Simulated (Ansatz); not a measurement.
# AlN (P6_3mc) in Ansatz: a series of runs, part 2 of 2

Ansatz 0.2.0. The steps go on from the part before.

## (6) Single point, PBE, 10.24 Å³/atom (volume scaled by 0.98)

Input file input.yaml:

```yaml
crystal:
  lattice:
    - [3.092106753, 0.0, 0.0]
    - [-1.5460533765, 2.6778429994, 0.0]
    - [0.0, 0.0, 4.9475694625]
  atoms:
    - { symbol: Al, position: [0.6666666667, 0.3333333333, 0.5] }
    - { symbol: Al, position: [0.3333333333, 0.6666666667, 0.0] }
    - { symbol: "N", position: [0.6666666667, 0.3333333333, 0.88] }
    - { symbol: "N", position: [0.3333333333, 0.6666666667, 0.38] }
hamiltonian:
  xc: pbe
  pseudopotentials: { kind: nc, accuracy: standard }
kpoints:
  mp_grid: { grid: [10, 10, 6] }
scf:
  occupations: { method: fermi_dirac, width: 0.05 }
output:
  forces: true
  stress: true
  eigenvalues: true
```

Potentials or basis: PseudoDojo standard (PBE files).

Started as:

```
ansatz run input.yaml --threads 2 --pin off --max-ram 5120MiB --backend cpu --events-out ev --progress --plain --runs-dir out
```

Run time: 4.3 s. Hardware: 2 threads of Arm Neoverse V2, shared host; peak memory 0.35 GiB.

Results (log left out):

- Free energy: -696.2685 eV
- Pressure: 7.7 GPa
- Largest force: 0.146 eV/Å
- Band gap on the k mesh: 4.40 eV, direct

## (7) Single point, PBE, 10.45 Å³/atom

Changes to input.yaml since step 6:

```diff
@@ -2,5 +2,5 @@
   lattice:
-    - [3.092106753, 0.0, 0.0]
-    - [-1.5460533765, 2.6778429994, 0.0]
-    - [0.0, 0.0, 4.9475694625]
+    - [3.113, 0.0, 0.0]
+    - [-1.5565, 2.695937082, 0.0]
+    - [0.0, 0.0, 4.981]
   atoms:
```

Started as:

```
ansatz run input.yaml --threads 2 --pin off --max-ram 5120MiB --backend cpu --events-out ev --progress --plain --runs-dir out
```

It took 4.5 s on 2 threads of Arm Neoverse V2, shared host; peak memory 0.35 GiB.

It converged, with:

```yaml
Free_energy: -696.2973 eV
Pressure: 3.4 GPa
Largest_force: 0.131 eV/Å
Band_gap_on_the_k_mesh: 4.22 eV, direct
```

## (8) Single point, PBE, 10.66 Å³/atom (volume scaled by 1.02)

Changes to input.yaml since step 7:

```diff
@@ -2,5 +2,5 @@
   lattice:
-    - [3.113, 0.0, 0.0]
-    - [-1.5565, 2.695937082, 0.0]
-    - [0.0, 0.0, 4.981]
+    - [3.1336164949, 0.0, 0.0]
+    - [-1.5668082474, 2.7137914903, 0.0]
+    - [0.0, 0.0, 5.0139877163]
   atoms:
```

Started as:

```
ansatz run input.yaml --threads 2 --pin off --max-ram 5120MiB --backend cpu --events-out ev --progress --plain --runs-dir out
```

Run time: 4.4 s. Hardware: 2 threads of Arm Neoverse V2, shared host; peak memory 0.36 GiB.

Results (log left out):

```yaml
Free_energy: -696.3044 eV
Pressure: -0.6 GPa
Largest_force: 0.116 eV/Å
Band_gap_on_the_k_mesh: 4.05 eV, direct
```

## (9) Single point, PBE, 10.87 Å³/atom (volume scaled by 1.04)

Changes to input.yaml since step 8:

```diff
@@ -2,5 +2,5 @@
   lattice:
-    - [3.1336164949, 0.0, 0.0]
-    - [-1.5668082474, 2.7137914903, 0.0]
-    - [0.0, 0.0, 5.0139877163]
+    - [3.1539652241, 0.0, 0.0]
+    - [-1.576982612, 2.7314140067, 0.0]
+    - [0.0, 0.0, 5.0465469904]
   atoms:
@@ -21 +21,5 @@
   eigenvalues: true
+  write_density: true
+  write_potential: true
+  elf: true
+  volumetric_format: npy
```

Potentials or basis: PseudoDojo standard (PBE files).

Started as:

```
ansatz run input.yaml --threads 2 --pin off --max-ram 5120MiB --backend cpu --events-out ev --progress --plain --runs-dir out
```

Wall time 6.6 s (2 threads of Arm Neoverse V2, shared host); peak memory 0.38 GiB.

It converged, with:

```yaml
Free_energy: -696.2920 eV
Pressure: -4.1 GPa
Largest_force: 0.102 eV/Å
Band_gap_on_the_k_mesh: 3.88 eV, direct
```

## (10) Single point, PBE, 11.08 Å³/atom (volume scaled by 1.06)

Changes to input.yaml since step 9:

```diff
@@ -2,5 +2,5 @@
   lattice:
-    - [3.1539652241, 0.0, 0.0]
-    - [-1.576982612, 2.7314140067, 0.0]
-    - [0.0, 0.0, 5.0465469904]
+    - [3.1740547162, 0.0, 0.0]
+    - [-1.5870273581, 2.7488120173, 0.0]
+    - [0.0, 0.0, 5.0786914685]
   atoms:
@@ -21,5 +21 @@
   eigenvalues: true
-  write_density: true
-  write_potential: true
-  elf: true
-  volumetric_format: npy
```

Started as:

```
ansatz run input.yaml --threads 2 --pin off --max-ram 5120MiB --backend cpu --events-out ev --progress --plain --runs-dir out
```

Run time: 4.6 s. Hardware: 2 threads of Arm Neoverse V2, shared host; peak memory 0.36 GiB.

It converged, with:

```yaml
Free_energy: -696.2617 eV
Pressure: -7.4 GPa
Largest_force: 0.089 eV/Å
Band_gap_on_the_k_mesh: 3.72 eV, direct
```

## (11) Equation of state, PBE

Potentials or basis: PseudoDojo standard.

This step only gathers the single runs of the series.

Results:

```yaml
Equilibrium_volume: 10.63 Å³/atom
Bulk_modulus_at_fixed_shape_and_positions: 194 GPa
Pressure_derivative_of_the_bulk_modulus: 3.9
```

Energy against volume, from the lowest point:
```csv
volume (Å³/atom),energy (meV/atom)
9.824,41.82
10.033,22.11
10.242,8.97
10.451,1.79
10.660,0.00
10.869,3.11
11.078,10.68
```

Caveat: the cell was scaled at fixed shape and fractional positions, which overstates the stiffness of a crystal with free parameters, most of all of layers and chains.

## (12) Summary

```csv
task,level,potentials or basis,cutoff (eV),points for each segment of the path,gap on the mesh (eV),pressure (GPa),largest force (eV/Å)
band structure,revPBE,Ansatz PAW,420,14,4.24,6.5,0.14
band structure,PBE,Ansatz PAW,420,14,4.21,3.7,0.13
equation of state,PBE,PseudoDojo standard,1143,-,-,-,-
```

Alike in all rows: no spin polarisation; cell as given; k mesh 10 × 10 × 6; smearing fermi-dirac 0.05 eV.

Caveats: the PAW data sets come from PBE, with cores solved anew for the run's functional, which leaves a small shift of forces and pressure (some runs); the cell was scaled at fixed shape and fractional positions, which overstates the stiffness of a crystal with free parameters, most of all of layers and chains (some runs).

Absolute energies hang on the potentials; compare differences alone.

## (13) Against experiment

Step 2. Against the measured gap of AlN, 6.034 eV (an exciton energy, a little under the gap; 10 K; quoted in “Self-assembly of well-separated AlN nanowires directly on sputtered metallic TiN films”, 2019, arxiv:1910.07391), the calculated 4.24 eV is off by -1.80 eV. 2 values of this kind are on record (6.034 to 6.0343 eV); this one was drawn at random. The value is that of revPBE, without temperature or zero-point motion. Semilocal functionals fall short of measured gaps as a rule.

Step 3. Measured gap of AlN: 6.034 eV (an exciton energy, a little under the gap; 10 K; quoted in “Self-assembly of well-separated AlN nanowires directly on sputtered metallic TiN films”, 2019, arxiv:1910.07391). This calculation gives 4.21 eV (-1.82 eV). 2 values of this kind are on record (6.034 to 6.0343 eV); this one was drawn at random. The value is that of PBE, without temperature or zero-point motion. Semilocal functionals fall short of measured gaps as a rule.
